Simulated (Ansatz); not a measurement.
**Indium, hcp: HSE06 at the PBE geometry**

Aim: see what exact exchange does to the levels, and what it costs. Spin polarisation is left out. The cell comes from an earlier PBE relaxation. Exact exchange is dear, so the k-mesh is coarse, and PBE is run on the same mesh for comparison.

Program: Ansatz 0.2.0. Level of theory: DFT, plane waves (420 eV) with PBE-made PAW files, scalar-relativistic; functionals as named at each step. These are calculated values, not measurements.

## 1. The starting structure

Symmetry: P6_3/mmc, No. 194, hexagonal system. Conventional cell: a = 3.400 Å, b = 3.400 Å, c = 5.526 Å, α = 90.00°, β = 90.00°, γ = 120.00°. In (site symmetry -6m2) has 12 In at 3.39 to 3.40 Å as nearest neighbours.

As a file:

```
CELL_PARAMETERS angstrom
3.40006 0.00000 0.00000
-1.70003 2.94454 0.00000
0.00000 0.00000 5.52601
ATOMIC_POSITIONS crystal
In 0.33333 0.66667 0.25000
In 0.66667 0.33333 0.75000
```

## 2. PBE on the coarse mesh

The run with PBE.

File input.yaml:

```yaml
crystal:
  lattice:
    - [3.4000640862, 0.0, 0.0]
    - [-1.7000320431, 2.9445418731, 0.0]
    - [0.0, 0.0, 5.5260130095]
  atoms:
    - { symbol: In, position: [0.3333333333, 0.6666666667, 0.25] }
    - { symbol: In, position: [0.6666666667, 0.3333333333, 0.75] }
hamiltonian:
  xc: pbe
  pseudopotentials:
    kind: paw
    azcp:
      In: "pseudopotentials/In.paw.azcp"
basis:
  ecutwfc: 420
  fft_grid_basis: typed
kpoints:
  mp_grid: { grid: [6, 6, 3], shift: [0, 0, 0] }
magnetization:
  spin_polarized: false
scf:
  occupations: { method: fermi_dirac, width: 0.1 }
output:
  write_density: true
  write_potential: true
  elf: true
  volumetric_format: npy
```

Command:

```sh
$ ansatz run input.yaml --threads 4 --pin off --max-ram 8192MiB --backend cpu --events-out ev --progress --plain --runs-dir out
```

The log of the run (excerpt; [...] marks lines left out):

```text
Warning: RAYON_NUM_THREADS=4 ignored (pool sized by the plan → 4); use --threads N
[...]
Pseudopotentials: kind: paw
Pseudopotential: In, paw, valence charge 13, recommended cutoff 420 eV (normal), <dir>
Functional definition: PBE
[...]
Crystal: 2 atoms, lattice volume = 55.324 Å³
Basis set: ecut = 420 eV, 1099 PW (Γ)
Bands: 17, of which v1, the nominal top of the filled ones, is band 13 counted from 1 (12 counted from 0)
Symmetry: 24 space group operations
Space group: P63/mmc (ITA 194), of the structure as read, at distance tolerance 3.8e-5 Å
k-points: 14 of 108
[...]
SCF iter   1: F=—  HF=-11195.700957 eV  |F-HF|=—  |Δ(HF+E_count)|=         —  Δρ=1.67e-3  dr2=1.64e-3  ethr=1.77e-3  ⟨swp⟩=5.9  Hψ=1186  notcnv=0
[...]
SCF iter   7: F=-11195.699341 eV  HF=-11195.699341 eV  |F-HF|=5.48e-10  |Δ(HF+E_count)|=   2.37e-7  Δρ=1.69e-6  dr2=1.55e-9  ethr=3.85e-10  ⟨swp⟩=3.0  Hψ=638  notcnv=0
[...]
SCF converged after 7 iterations
Free energy (F): -11195.699341 eV
[...]
E sigma→0 (E₀):  -11195.675443 eV
Entropy (-TS):   -0.047796 eV (-23.898 meV/atom)
Fermi energy:    9.548602 eV
[...]
--- Band table (eV; the first three rows and the last of 14) ---
  k-point 0: bands = ["-5.1382", "-5.0876", "-5.0463", "-5.0463", "-5.0216", "-5.0216", "-4.9915", "-4.9915", "-4.8203", "-4.8203", "0.3282", "5.2592", "6.3632", "17.3950", "17.3950", "19.1872", "19.1872"]
[...]
```

It took 0.42 s on 4 threads of Arm Neoverse V1, shared host; peak memory 0.29 GiB.

Density in a lattice plane of the grid's cell (edges 3.40 and 5.53 Å, at 0.333 of the third edge), which holds In.

Ten even steps from '0' (0.08 e/Å³) to '9' (12.18 e/Å³):
```
00000000000000
00000000000000
00000001232100
00000002576410
00000013699520
00000002576410
00000001232100
00000000000000
00000000000000
00000000000000
00000000000000
00000000000000
00000000000000
00000000000000
00000000000000
00000000000000
00000000000000
00000000000000
00000000000000
00000000000000
```
Columns run along the first of these edges and rows up along the second, over one cell in 14 and 20 even steps from the bottom left corner. Atoms in the plane (fractional): In at (0.67, 0.75).

ELF in the same plane.

Values, 12 rows by 8 columns:
```
0.27 0.22 0.23 0.26 0.26 0.28 0.27 0.25
0.25 0.26 0.27 0.26 0.25 0.07 0.11 0.28
0.25 0.27 0.27 0.28 0.12 0.00 0.01 0.23
0.25 0.26 0.27 0.26 0.25 0.07 0.11 0.28
0.27 0.22 0.23 0.26 0.26 0.28 0.27 0.25
0.23 0.22 0.22 0.24 0.26 0.27 0.27 0.26
0.27 0.26 0.27 0.26 0.24 0.23 0.24 0.25
0.25 0.26 0.25 0.26 0.27 0.24 0.25 0.28
0.25 0.28 0.27 0.25 0.28 0.26 0.26 0.28
0.25 0.26 0.25 0.26 0.27 0.24 0.25 0.28
0.27 0.26 0.27 0.26 0.24 0.23 0.24 0.25
0.23 0.22 0.22 0.24 0.26 0.27 0.27 0.26
```
Columns run along the first of these edges and rows up along the second, over one cell in 8 and 12 even steps from the bottom left corner. Atoms in the plane (fractional): In at (0.67, 0.75).

Both are smooth fields of the valence electrons: close to the nuclei they are not physical.

## 3. HSE06 on the coarse mesh

The run with HSE06.

Edit input.yaml of step 2 so:

```diff
@@ -9,3 +9,3 @@
 hamiltonian:
-  xc: pbe
+  xc: hse06
   pseudopotentials:
@@ -23,6 +23 @@
   occupations: { method: fermi_dirac, width: 0.1 }
-output:
-  write_density: true
-  write_potential: true
-  elf: true
-  volumetric_format: npy
```

Command:

```sh
$ ansatz run input.yaml --threads 4 --pin off --max-ram 8192MiB --backend cpu --events-out ev --progress --plain --runs-dir out
```

The log of the run (excerpt; [...] marks lines left out):

```text
Warning: RAYON_NUM_THREADS=4 ignored (pool sized by the plan → 4); use --threads N
[...]
[... 2 set-up lines as earlier in the session ...]
Functional definition: HSE06
[...]
Crystal: 2 atoms, lattice volume = 55.324 Å³
Basis set: ecut = 420 eV, 1099 PW (Γ)
Bands: 17, of which v1, the nominal top of the filled ones, is band 13 counted from 1 (12 counted from 0)
[... 2 set-up lines as earlier in the session ...]
k-points: 14 of 108
[...]
SCF iter   1: F=—  HF=-11195.700016 eV  |F-HF|=—  |Δ(HF+E_count)|=         —  Δρ=2.15e-3  dr2=2.10e-3  ethr=1.77e-3  ⟨swp⟩=6.7  Hψ=1030  notcnv=0
[...]
Frozen-core exchange: fock
[...]
SCF 2 stopped early in 6 iterations: F = -11203.436602 eV  dr2 = 3.38e-6
hybrid outer 1: dexx = +5.203e-3 eV, tail = 1.55e-5 eV
[...]
Frozen-core exchange: fock
[...]
SCF iter   2: F=-11203.436391 eV  HF=-11203.436391 eV  |F-HF|=3.05e-8  |Δ(HF+E_count)|=   3.92e-7  Δρ=9.90e-6  dr2=5.35e-8  ethr=1.44e-10  ⟨swp⟩=2.1  Hψ=1256  notcnv=0  defer=3
[...]
hybrid outer 2: dexx = +9.043e-8 eV, tail = 1.64e-7 eV, Δε = 2.75e-3 eV (about 4.72e-4 eV left of the loop's levels)
hybrid SCF converged: 2 outer / 8 inner (+7 warm-up), last move |dexx| = 9.04e-8 eV, tail = 1.64e-7 eV
Stability not checked: this state was not tested for a lower state beside it, because the functional holds exact exchange (a hybrid, or Hartree-Fock), whose exchange loop this test does not read (fock_operator; see scf.lower_state_search)
Free energy (F): -11203.436391 eV
Frozen-core exchange: fock
[...]
E sigma→0 (E₀):  -11203.414197 eV
Entropy (-TS):   -0.044389 eV (-22.195 meV/atom)
Fermi energy:    9.554529 eV
[...]
--- Band table (eV; the first three rows and the last of 14) ---
  k-point 0: bands = ["-7.2694", "-7.2166", "-7.1743", "-7.1743", "-7.1493", "-7.1493", "-7.1178", "-7.1178", "-6.9439", "-6.9439", "-0.9326", "4.7493", "5.9410", "18.1320", "18.1320", "19.9756", "19.9756"]
[...]
```

It took 5.6 s on 4 threads of Arm Neoverse V1, shared host; peak memory 0.98 GiB.

## 4. The functionals compared

```
functional               gap on the mesh  Fermi energy (eV)  SCF cycles  exchange loops  CPU time
       PBE  none (levels filled in part)              9.549           7               -     1.1 s
     HSE06  none (levels filled in part)              9.555          15               2      17 s
```

## 5. Results

| quantity | value |
| --- | --- |
| PBE: gap | none (levels filled in part) |
| HSE06: gap | none (levels filled in part) |
| HSE06: SCF cycles, exchange loops | 15, 2 |
| HSE06: CPU time over that of PBE | 15 |
| HSE06: relative to body-centred tetragonal | +11 meV/atom |

In words: Neither PBE nor HSE06 shows a clean gap on this mesh. The hybrid took 15 times as much CPU time as PBE on the same settings. HSE06 needed 2 outer loops of the exchange operator. To compare with dense-mesh energies, the change of PBE from this mesh and smearing to its dense run (-1.4 meV/atom, from a run not shown) is added. Under HSE06 it lies 11 meV/atom above body-centred tetragonal (computed apart in the same way); on such meshes a few tens of meV are uncertain for metals. The total energies in the logs cannot be compared from one functional to another.
